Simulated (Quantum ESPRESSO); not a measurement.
# MgS (Niningerite) (Fm-3m) in Quantum ESPRESSO: notebook, part 2 of 3

Quantum ESPRESSO 7.5. Earlier steps stand in the parts before.

## 3. Band structure, PBEsol

pw.in

```
&CONTROL
  calculation = 'scf'
  prefix = 'pwscf'
  outdir = './tmp'
  pseudo_dir = './pseudo'
  tprnfor = .true.
  tstress = .true.
  disk_io = 'low'
/
&SYSTEM
  ibrav = 0
  A = 3.67928871
  nat = 2
  ntyp = 2
  ecutwfc = 90
  nbnd = 14
  occupations = 'smearing'
  smearing = 'fd'
  degauss = 0.00367493
/
&ELECTRONS
  conv_thr = 4d-10
  electron_maxstep = 120
  mixing_beta = 0.5
/
ATOMIC_SPECIES
S     32.0600 S.upf
Mg    24.3050 Mg.upf
CELL_PARAMETERS alat
   0.0000000000    0.7071067821    0.7071067821
   0.7071067821    0.0000000000    0.7071067821
   0.7071067821    0.7071067821    0.0000000000
ATOMIC_POSITIONS alat
S      0.7071067821    0.7071067821    0.7071067821
Mg     0.0000000000    0.0000000000    0.0000000000
K_POINTS automatic
9 9 9 0 0 0
```

bands.in

```
&CONTROL
  calculation = 'bands'
  prefix = 'pwscf'
  outdir = './tmp'
  pseudo_dir = './pseudo'
  disk_io = 'low'
  verbosity = 'high'
/
&SYSTEM
  ibrav = 0
  A = 3.67928871
  nat = 2
  ntyp = 2
  ecutwfc = 90
  nbnd = 14
  occupations = 'smearing'
  smearing = 'fd'
  degauss = 0.00367493
/
&ELECTRONS
  conv_thr = 1d-08
  electron_maxstep = 120
  mixing_beta = 0.5
  diago_full_acc = .true.
  startingwfc = 'random'
/
ATOMIC_SPECIES
S     32.0600 S.upf
Mg    24.3050 Mg.upf
CELL_PARAMETERS alat
   0.0000000000    0.7071067821    0.7071067821
   0.7071067821    0.0000000000    0.7071067821
   0.7071067821    0.7071067821    0.0000000000
ATOMIC_POSITIONS alat
S      0.7071067821    0.7071067821    0.7071067821
Mg     0.0000000000    0.0000000000    0.0000000000
K_POINTS crystal
60
 0.0000000000  0.0000000000  0.0000000000 1
 0.0625000000  0.0000000000  0.0625000000 1
 0.1250000000  0.0000000000  0.1250000000 1
 0.1875000000  0.0000000000  0.1875000000 1
 0.2500000000  0.0000000000  0.2500000000 1
 0.3125000000  0.0000000000  0.3125000000 1
 0.3750000000  0.0000000000  0.3750000000 1
 0.4375000000  0.0000000000  0.4375000000 1
 0.5000000000  0.0000000000  0.5000000000 1
 0.5000000000  0.0625000000  0.5625000000 1
 0.5000000000  0.1250000000  0.6250000000 1
 0.5000000000  0.1875000000  0.6875000000 1
 0.5000000000  0.2500000000  0.7500000000 1
 0.4375000000  0.3125000000  0.7500000000 1
 0.3750000000  0.3750000000  0.7500000000 1
 0.3375000000  0.3375000000  0.6750000000 1
 0.3000000000  0.3000000000  0.6000000000 1
 0.2625000000  0.2625000000  0.5250000000 1
 0.2250000000  0.2250000000  0.4500000000 1
 0.1875000000  0.1875000000  0.3750000000 1
 0.1500000000  0.1500000000  0.3000000000 1
 0.1125000000  0.1125000000  0.2250000000 1
 0.0750000000  0.0750000000  0.1500000000 1
 0.0375000000  0.0375000000  0.0750000000 1
 0.0000000000  0.0000000000  0.0000000000 1
 0.0625000000  0.0625000000  0.0625000000 1
 0.1250000000  0.1250000000  0.1250000000 1
 0.1875000000  0.1875000000  0.1875000000 1
 0.2500000000  0.2500000000  0.2500000000 1
 0.3125000000  0.3125000000  0.3125000000 1
 0.3750000000  0.3750000000  0.3750000000 1
 0.4375000000  0.4375000000  0.4375000000 1
 0.5000000000  0.5000000000  0.5000000000 1
 0.5250000000  0.4500000000  0.5250000000 1
 0.5500000000  0.4000000000  0.5500000000 1
 0.5750000000  0.3500000000  0.5750000000 1
 0.6000000000  0.3000000000  0.6000000000 1
 0.6250000000  0.2500000000  0.6250000000 1
 0.5833333333  0.2500000000  0.6666666667 1
 0.5416666667  0.2500000000  0.7083333333 1
 0.5000000000  0.2500000000  0.7500000000 1
 0.5000000000  0.2857142857  0.7142857143 1
 0.5000000000  0.3214285714  0.6785714286 1
 0.5000000000  0.3571428571  0.6428571429 1
 0.5000000000  0.3928571429  0.6071428571 1
 0.5000000000  0.4285714286  0.5714285714 1
 0.5000000000  0.4642857143  0.5357142857 1
 0.5000000000  0.5000000000  0.5000000000 1
 0.4821428571  0.4821428571  0.5357142857 1
 0.4642857143  0.4642857143  0.5714285714 1
 0.4464285714  0.4464285714  0.6071428571 1
 0.4285714286  0.4285714286  0.6428571429 1
 0.4107142857  0.4107142857  0.6785714286 1
 0.3928571429  0.3928571429  0.7142857143 1
 0.3750000000  0.3750000000  0.7500000000 1
 0.6250000000  0.2500000000  0.6250000000 1
 0.5937500000  0.1875000000  0.5937500000 1
 0.5625000000  0.1250000000  0.5625000000 1
 0.5312500000  0.0625000000  0.5312500000 1
 0.5000000000  0.0000000000  0.5000000000 1
```

Potentials or basis: PseudoDojo 0.4 SR PBEsol stringent.

Run with:

```
OMP_NUM_THREADS=1 mpirun -n 2 pw.x -nk 2 -in pw.in > pw.out
OMP_NUM_THREADS=1 mpirun -n 2 pw.x -nk 2 -in bands.in > bands.out
```

pw.out:

```text
This program is part of the open-source Quantum ESPRESSO suite
     for quantum simulation of materials; please cite
         "P. Giannozzi et al., J. Phys.:Condens. Matter 21 395502 (2009);
         "P. Giannozzi et al., J. Phys.:Condens. Matter 29 465901 (2017);
         "P. Giannozzi et al., J. Chem. Phys. 152 154105 (2020);
     in publications or presentations arising from this work. More details at

     Message from routine setup:
     using ibrav=0 with symmetry is DISCOURAGED, use correct ibrav instead

     K-points division:     npool     =       2
     Subspace diagonalization in iterative solution of the eigenvalue problem:
     a serial algorithm will be used

     G-vector sticks info
     --------------------
     sticks:   dense  smooth     PW     G-vecs:    dense   smooth      PW
     Sum        1189    1189    361                27317    27317    4381

     Using Slab Decomposition

     bravais-lattice index     =            0
     lattice parameter (alat)  =       6.9528  a.u.
     unit-cell volume          =     237.6694 (a.u.)^3
     number of atoms/cell      =            2
     number of atomic types    =            2
     number of electrons       =        16.00
     number of Kohn-Sham states=           14
     kinetic-energy cutoff     =      90.0000  Ry
     charge density cutoff     =     360.0000  Ry
     scf convergence threshold =      4.0E-10
     mixing beta               =       0.5000
     number of iterations used =            8  plain     mixing
     Exchange-correlation= PBESOL
                           (   1   4  10   8   0   0   0)

     celldm(1)=   6.952848  celldm(2)=   0.000000  celldm(3)=   0.000000
     celldm(4)=   0.000000  celldm(5)=   0.000000  celldm(6)=   0.000000

     crystal axes: (cart. coord. in units of alat)
               a(1) = (   0.000000   0.707107   0.707107 )
               a(2) = (   0.707107   0.000000   0.707107 )
               a(3) = (   0.707107   0.707107   0.000000 )

     reciprocal axes: (cart. coord. in units 2 pi/alat)
               b(1) = ( -0.707107  0.707107  0.707107 )
               b(2) = (  0.707107 -0.707107  0.707107 )
               b(3) = (  0.707107  0.707107 -0.707107 )

     PseudoPot. # 1 for S  read from file:
     S.upf
     Pseudo is Norm-conserving + core correction, Zval =  6.0
     Generated using ONCVPSP code by D. R. Hamann
     Using radial grid of 1146 points,  6 beta functions with:
                l(1) =   0
                l(2) =   0
                l(3) =   1
                l(4) =   1
                l(5) =   2
                l(6) =   2

     PseudoPot. # 2 for Mg read from file:
     Mg.upf
     Pseudo is Norm-conserving, Zval = 10.0
     Generated using ONCVPSP code by D. R. Hamann
     Using radial grid of 1510 points,  4 beta functions with:
                l(1) =   0
                l(2) =   0
                l(3) =   1
                l(4) =   1

     atomic species   valence    mass     pseudopotential
     S                 6.00    32.06000     S ( 1.00)
     Mg               10.00    24.30500     Mg( 1.00)

     48 Sym. Ops., with inversion, found

   Cartesian axes

     site n.     atom                  positions (alat units)
         1        S      tau(   1) = (   0.7071068   0.7071068   0.7071068  )
         2        Mg     tau(   2) = (   0.0000000   0.0000000   0.0000000  )

     number of k points=    35  Fermi-Dirac smearing, width (Ry)=  0.0037
                       cart. coord. in units 2pi/alat
        k(    1) = (   0.0000000   0.0000000   0.0000000), wk =   0.0027435
        k(    2) = (   0.0785674   0.0785674  -0.0785674), wk =   0.0219479
        k(    3) = (   0.1571348   0.1571348  -0.1571348), wk =   0.0219479
        k(    4) = (   0.2357023   0.2357023  -0.2357023), wk =   0.0219479
        k(    5) = (   0.3142697   0.3142697  -0.3142697), wk =   0.0219479
        k(    6) = (   0.1571348  -0.0000000   0.0000000), wk =   0.0164609
[... 27 lines left out ...]
        k(   34) = (  -0.0000000  -0.4714045   0.6285394), wk =   0.0658436
        k(   35) = (  -0.0785674  -0.3928371   0.7071068), wk =   0.0658436

     Dense  grid:    27317 G-vectors     FFT dimensions: (  45,  45,  45)

     Initial potential from superposition of free atoms

     starting charge      15.9992, renormalised to      16.0000
     Starting wfcs are    9 randomized atomic wfcs +    5 random wfcs

     Self-consistent Calculation

     iteration #  1     ecut=    90.00 Ry     beta= 0.50
     Davidson diagonalization with overlap
     ethr =  1.00E-02,  avg # of iterations =  7.2

     Threshold (ethr) on eigenvalues was too large:
     Diagonalizing with lowered threshold

     Davidson diagonalization with overlap
     ethr =  5.03E-04,  avg # of iterations =  1.7

     total energy              =    -140.84865483 Ry
     estimated scf accuracy    <       0.08034560 Ry

     iteration #  2     ecut=    90.00 Ry     beta= 0.50
     Davidson diagonalization with overlap
     ethr =  5.02E-04,  avg # of iterations =  2.0
[... 36 lines left out ...]
     total energy              =    -140.86261789 Ry
     estimated scf accuracy    <          2.0E-09 Ry

     iteration #  8     ecut=    90.00 Ry     beta= 0.50
     Davidson diagonalization with overlap
     ethr =  1.28E-11,  avg # of iterations =  2.5

     End of self-consistent calculation

          k = 0.0000 0.0000 0.0000 (  3479 PWs)   bands (ev):

   -68.0907 -35.0339 -35.0339 -35.0339  -6.3672   6.3114   6.3114   6.3114
     9.9011  14.1542  14.1542  14.1542  16.5738  16.5738

          k = 0.0786 0.0786-0.0786 (  3437 PWs)   bands (ev):

   -68.0906 -35.0347 -35.0340 -35.0340  -6.2454   5.4288   6.2297   6.2297
    10.5926  13.8551  14.3684  14.3684  16.0059  16.0059
[... 158 lines left out ...]
   -68.0902 -35.0390 -35.0376 -35.0362  -4.6415   2.5600   3.3349   4.4509
    10.5482  12.6964  15.4068  15.9401  19.2238  20.4464

          k =-0.0786-0.3928 0.7071 (  3408 PWs)   bands (ev):

   -68.0902 -35.0386 -35.0378 -35.0363  -4.6553   2.7222   3.2944   4.1711
    11.4411  13.5693  13.8877  15.3224  19.8105  20.0893

     the Fermi energy is     7.5803 ev

!    total energy              =    -140.86261789 Ry
     estimated scf accuracy    <          3.9E-11 Ry
     smearing contrib. (-TS)   =      -0.00000000 Ry
     internal energy E=F+TS    =    -140.86261789 Ry

     The total energy is F=E-TS. E is the sum of the following terms:
     one-electron contribution =     -86.46919122 Ry
     hartree contribution      =      44.33241965 Ry
     xc contribution           =     -22.01236980 Ry
     ewald contribution        =     -76.71347652 Ry

     convergence has been achieved in   8 iterations

     Forces acting on atoms (cartesian axes, Ry/au):

     atom    1 type  1   force =     0.00000000    0.00000000   -0.00000000
     atom    2 type  2   force =    -0.00000000   -0.00000000    0.00000000

     Total force =     0.000000     Total SCF correction =     0.000000

     Computing stress (Cartesian axis) and pressure

          total   stress  (Ry/bohr**3)                   (kbar)     P=       -8.78
  -0.00005968   0.00000000   0.00000000           -8.78        0.00        0.00
   0.00000000  -0.00005968   0.00000000            0.00       -8.78        0.00
   0.00000000   0.00000000  -0.00005968            0.00        0.00       -8.78

=------------------------------------------------------------------------------=
   JOB DONE.
=------------------------------------------------------------------------------=
```

bands.out:

```text
This program is part of the open-source Quantum ESPRESSO suite
     for quantum simulation of materials; please cite
         "P. Giannozzi et al., J. Phys.:Condens. Matter 21 395502 (2009);
         "P. Giannozzi et al., J. Phys.:Condens. Matter 29 465901 (2017);
         "P. Giannozzi et al., J. Chem. Phys. 152 154105 (2020);
[... 766 lines left out ...]
     9.9011  14.1542  14.1542  14.1542  16.5738  16.5738
[... 293 lines left out ...]
   -68.0902 -35.0399 -35.0364 -35.0364  -4.6664   2.0643   4.6092   4.6092
     9.0143  10.5666  18.1756  19.0113  19.5804  19.5804

=------------------------------------------------------------------------------=
   JOB DONE.
=------------------------------------------------------------------------------=
```

Run time: 33 s. Hardware: 2 MPI ranks of Arm Neoverse V2, shared host; peak memory 0.18 GiB.

Results:

* Free energy: -1916.5336 eV
* Pressure: -0.9 GPa
* Band gap on the k mesh: 2.83 eV, indirect (least direct gap 3.59 eV)
* Band gap along the path: 2.70 eV, indirect (least direct gap 3.59 eV)

Levels at the corners of the path, in eV from the valence-band top:
| point | band 6 | band 7 | band 8 | band 9 | band 10 | band 11 |
| --- | --- | --- | --- | --- | --- | --- |
| Γ | 0.00 | 0.00 | 0.00 | 3.59 | 7.84 | 7.84 |
| X | -4.25 | -1.70 | -1.70 | 2.70 | 4.26 | 11.86 |
| W | -3.27 | -3.27 | -2.39 | 5.21 | 7.83 | 7.83 |
| K | -3.74 | -3.23 | -1.38 | 3.82 | 6.60 | 9.60 |
| Γ | 0.00 | 0.00 | 0.00 | 3.59 | 7.84 | 7.84 |
| L | -4.89 | -0.59 | -0.59 | 4.39 | 6.80 | 6.80 |
| U | -3.74 | -3.23 | -1.38 | 3.82 | 6.60 | 9.60 |
| W | -3.27 | -3.27 | -2.39 | 5.21 | 7.83 | 7.83 |
| L | -4.89 | -0.59 | -0.59 | 4.39 | 6.80 | 6.80 |
| K | -3.74 | -3.23 | -1.38 | 3.82 | 6.60 | 9.60 |
| U | -3.74 | -3.23 | -1.38 | 3.82 | 6.60 | 9.60 |
| X | -4.25 | -1.70 | -1.70 | 2.70 | 4.26 | 11.86 |

Caveat: the mesh misses the band edges, which the band path finds closer together.

(Continued in part 3 of 3.)
